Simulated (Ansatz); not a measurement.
# Ti (P6_3/mmc) in Ansatz: single point with PBEsol+D3(BJ)+ATM

Aim: the single point of Ti with PBEsol+D3(BJ)+ATM.

Everything below comes from runs of Ansatz 0.2.0. Logs are shortened: lines on timing, memory, paths and dates and some standing lists are left out, and cuts for length are marked.

## 1. Starting point

The structure is hexagonal, space group P6_3/mmc (No. 194). The conventional cell has a = 2.950 Å, b = 2.950 Å, c = 4.680 Å, α = 90.00°, β = 90.00°, γ = 120.00°. Ti (site symmetry -6m2) is surrounded by 12 Ti at 2.89 to 2.95 Å.

## 2. Single point, PBEsol+D3(BJ)+ATM, non-collinear spin, ferrimagnetic start

run.py reads:

```python
import json

import ase.io
import numpy as np
from ase.calculators.calculator import CalculationFailed, Calculator
from ase.stress import full_3x3_to_voigt_6_stress
from ase.units import GPa

import ansatz as az

class AnsatzCalculator(Calculator):
    implemented_properties = ["energy", "free_energy", "forces", "stress", "magmom"]

    def calculate(self, atoms, properties, system_changes):
        super().calculate(atoms, properties, system_changes)
        structure = atoms.copy()
        structure.set_constraint()
        structure.set_momenta(None)
        structure.set_masses(None)
        outcome = (
            az.Crystal.from_ase(structure)
            .calculation()
            .basis(xc_grid=2)
            .kpoints(10, 10, 6)
            .functional("pbesol", dispersion="d3bjatm")
            .pseudopotentials(kind="nc", accuracy="standard", xc_functional="pbesol")
            .spin("noncollinear", soc=False)
            .scf(tolerance=2e-10)
            .occupations(method="methfessel_paxton", width=0.15)
            .forces()
            .stress()
            .run(threads=2)
        )
        if not outcome.report["converged"]:
            raise CalculationFailed("SCF not converged")
        report = outcome.report
        self.results = {
            "free_energy": report["lagrangian_ev"],
            "energy": report["lagrangian_ev"],
            "forces": np.array(report["forces_ev_ang"]),
            "stress": -GPa * full_3x3_to_voigt_6_stress(report["stress_gpa"]),
            "magmom": report["magnetization_mub"],
        }

np.set_printoptions(precision=5, suppress=True, linewidth=110)
atoms = ase.io.read("Ti.cif")
atoms.info.pop("occupancy", None)
atoms.set_initial_magnetic_moments([[1.0, 0.0, 0.0], [-0.5, -0.0, -0.0]])
atoms.calc = AnsatzCalculator()
print(f"free energy {atoms.get_potential_energy():.6f} eV")
print("forces (eV/A)", atoms.get_forces(), sep="\n")
print("stress (GPa, Voigt, tension positive)", atoms.get_stress() / GPa, sep="\n")
print(f"moment {atoms.get_magnetic_moment():.4f} muB")
```

Ti.cif reads:

```cif
data_Ti
_cell_length_a 2.95000000
_cell_length_b 2.95000000
_cell_length_c 4.68000000
_cell_angle_alpha 90.00000000
_cell_angle_beta 90.00000000
_cell_angle_gamma 120.00000000
_space_group_name_H-M_alt 'P6_3/mmc'
_space_group_name_Hall '-P 6c 2c'
_space_group_IT_number 194
loop_
_space_group_symop_operation_xyz
'x,y,z'
'-x,-y,-z'
'x-y,x,z+1/2'
'-x+y,-x,-z+1/2'
'-y,x-y,z'
'y,-x+y,-z'
'-x,-y,z+1/2'
'x,y,-z+1/2'
'-x+y,-x,z'
'x-y,x,-z'
'y,-x+y,z+1/2'
'-y,x-y,-z+1/2'
'-y,-x,-z+1/2'
'y,x,z+1/2'
'-x,-x+y,-z'
'x,x-y,z'
'-x+y,y,-z+1/2'
'x-y,-y,z+1/2'
'y,x,-z'
'-y,-x,z'
'x,x-y,-z+1/2'
'-x,-x+y,z+1/2'
'x-y,-y,-z'
'-x+y,y,z'
loop_
_atom_site_label
_atom_site_type_symbol
_atom_site_symmetry_multiplicity
_atom_site_Wyckoff_symbol
_atom_site_fract_x
_atom_site_fract_y
_atom_site_fract_z
_atom_site_occupancy
Ti1 Ti 2 c 0.6666666667 0.3333333333 0.7500000000 1
```

Potentials or basis: PseudoDojo PBEsol.

Run with:

```
> python run.py
```

What it wrote:

```text
DeckWarning: basis.ecutwfc = 1142.878222 eV, auto-derived from the records' recommended cutoffs: set by Ti (normal level)
PlacementWarning: RAYON_NUM_THREADS=2 ignored (pool sized by the plan → 2); use plan(threads=…)
RunWarning: the starting moments were not kept: the SCF closed with an absolute magnetisation of 2.2e-6 μB, where they sum to 1.5 μB in size (2 sites). That is at most 0.1 of that sum. Measured as dr2_m measures the in/out step, that magnetisation stands 1.1e-12 eV from none, at or under the dr2_threshold of 2.0e-10 eV: it is no larger than a step whose dr2_m would equal this threshold. The system may hold no moment; this SCF sh [...]
free energy -3228.352821 eV
forces (eV/A)
[[ 0.  0.  0.]
 [ 0. -0.  0.]]
stress (GPa, Voigt, tension positive)
[ 9.96051  9.96051 10.50791 -0.      -0.      -0.     ]
moment 0.0000 muB
```

engine_input.yaml:

```text
crystal:
  lattice:
    - [2.95, 0.0, 0.0]
    - [-1.4749999999999994, 2.5547749411640943, 0.0]
    - [0.0, 0.0, 4.68]
  atoms:
    - { symbol: Ti, position: [0.6666666667, 0.3333333333, 0.75], spin: 1.0, spin_axis: [1.0, 0.0, 0.0] }
    - { symbol: Ti, position: [0.33333333330000003, 0.6666666667000001, 0.25], spin: 0.5, spin_axis: [-0.5, -0.0, -0.0] }
basis:
  xc_grid: 2
kpoints:
  mp_grid:
    grid: [10, 10, 6]
hamiltonian:
  xc: pbesol
  dispersion: d3bjatm
  pseudopotentials:
    kind: nc
    accuracy: standard
    xc_functional: pbesol
magnetization:
  noncollinear: true
  spin_orbit: false
scf:
  convergence:
    dr2_threshold: 2.0e-10
  occupations:
    method: methfessel_paxton
    width: 0.15
output:
  forces: true
  stress: true
```

It took 42 s on 2 threads of Arm Neoverse V1, shared host; peak memory 0.82 GiB.

What came out:

```
Free energy     : -3228.3528 eV
Pressure        : -10.1 GPa
Net moment      : 0.00 μB per cell
Absolute moment : 0.00 μB per cell
```

Stress tensor (GPa, compression positive):
```
 -9.96   0.00   0.00
  0.00  -9.96   0.00
  0.00   0.00 -10.51
```

Moments on the atoms (μB; x, y, z):
```
Ti  0.00 0.00 0.00
Ti  0.00 0.00 0.00
```

Caveat: the starting moments weren't kept.
